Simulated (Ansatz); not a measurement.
# Ba3Ti4O11: the cost of one run

Method: DFT PBE, scalar-relativistic, plane waves, PAW, in Ansatz 0.2.0.

4 further runs of the same task are left out: 1 that didn't finish, 3 set aside as unsound or not needed. Runs told in other sessions of the task aren't counted.

**1. The system as given**

The structure is orthorhombic, space group Amm2 (No. 38). The conventional cell has a = 3.972 Å, b = 5.781 Å, c = 5.832 Å, α = 90.00°, β = 90.00°, γ = 90.00°. Ba (site symmetry mm2) has 12 O at 2.77 to 3.06 Å in its first shell of neighbours. Ti (site symmetry mm2) is surrounded by 4 O at 1.85 to 2.00 Å. O (site symmetry mm2) has 2 Ti at 2.00 Å and 3 Ba at 2.77 to 2.89 Å in its first shell of neighbours. O (site symmetry m) is surrounded by 1 Ti at 1.85 Å.

Coordinates:

```
Ba Ti O
1.0
     3.97239    0.00000    0.00000
     0.00000    2.89056    2.91590
     0.00000   -2.89056    2.91590
Ba Ti O
1 1 3
Cartesian
  0.0000 0.0000 0.0676
  1.9862 0.0000 3.0781
  0.0000 0.0000 2.8418
  1.9862 -1.3967 4.2850
  1.9862 1.3967 4.2850
```

It is the result of an earlier relaxation at this level (volume 13.39 Å³/atom; gap on the mesh: 2.39 eV).

The bulk reference comes from a run made before at the same settings: -2031.9260 eV/atom.

**2. The (100) slab**

Planes are indexed in the bulk's conventional cell (Amm2 (No. 38)), a = 3.972 Å, b = 5.781 Å, c = 5.832 Å, α = 90.00°, β = 90.00°, γ = 90.00°.

Cut from the relaxed bulk: a (100) slab, 11.9 Å thick as cut, with 15 Å of vacuum; its outer planes are TiO2 (top) and TiO2 (bottom).

The slab as cut. Its planes from the bottom up:

```
plane  atoms per cell  height over the lowest (Å)
    1            TiO2                        0.00
    2             BaO                        1.99
    3            TiO2                        3.97
    4             BaO                        5.96
    5            TiO2                        7.94
    6             BaO                        9.93
    7            TiO2                       11.92
```

**3. The slab as cut, atoms at the bulk's places**

A dipole layer in the vacuum cancels the field that periodic copies would set up if the slab's two faces differ.

input.yaml

```yaml
crystal:
  lattice:
    - [4.1058242551, 0.0, 0.0]
    - [0.0358379955, 4.1056678448, 0.0]
    - [0.0, 0.0, 26.9171717328]
  atoms:
    - { symbol: Ti, position: [0.4721939939, 0.4721939939, 0.2786325426] }
    - { symbol: O, position: [0.5068379924, 0.0236313435, 0.2786325426] }
    - { symbol: O, position: [0.0236313435, 0.5068379924, 0.2786325426] }
    - { symbol: Ba, position: [0.9884030468, 0.9884030468, 0.3524216951] }
    - { symbol: O, position: [0.5127136234, 0.5127136234, 0.3524216951] }
    - { symbol: Ti, position: [0.4721939939, 0.4721939939, 0.4262108475] }
    - { symbol: O, position: [0.5068379924, 0.0236313435, 0.4262108475] }
    - { symbol: O, position: [0.0236313435, 0.5068379924, 0.4262108475] }
    - { symbol: Ba, position: [0.9884030468, 0.9884030468, 0.5] }
    - { symbol: O, position: [0.5127136234, 0.5127136234, 0.5] }
    - { symbol: Ti, position: [0.4721939939, 0.4721939939, 0.5737891525] }
    - { symbol: O, position: [0.5068379924, 0.0236313435, 0.5737891525] }
    - { symbol: O, position: [0.0236313435, 0.5068379924, 0.5737891525] }
    - { symbol: Ba, position: [0.9884030468, 0.9884030468, 0.6475783049] }
    - { symbol: O, position: [0.5127136234, 0.5127136234, 0.6475783049] }
    - { symbol: Ti, position: [0.4721939939, 0.4721939939, 0.7213674574] }
    - { symbol: O, position: [0.5068379924, 0.0236313435, 0.7213674574] }
    - { symbol: O, position: [0.0236313435, 0.5068379924, 0.7213674574] }
basis:
  ecutwfc: 420
kpoints:
  mp_grid: { grid: [7, 7, 1] }
hamiltonian:
  xc: pbe
scf:
  occupations: { method: gaussian, width: 0.05 }
output:
  forces: true
  stress: true
  eigenvalues: true
efield:
  axis: 3
  dipole_correction: true
  ramp_width: 0.04
```

On the command line:

```bash
$ ansatz run input.yaml --threads 2 --pin off --max-ram 5120MiB --backend cpu --events-out ev --progress --plain --runs-dir out
```

Q: Estimate wall time and peak memory on 2 threads of Arm Neoverse V2, shared host.

About 52 s, with a peak of 1 GiB.
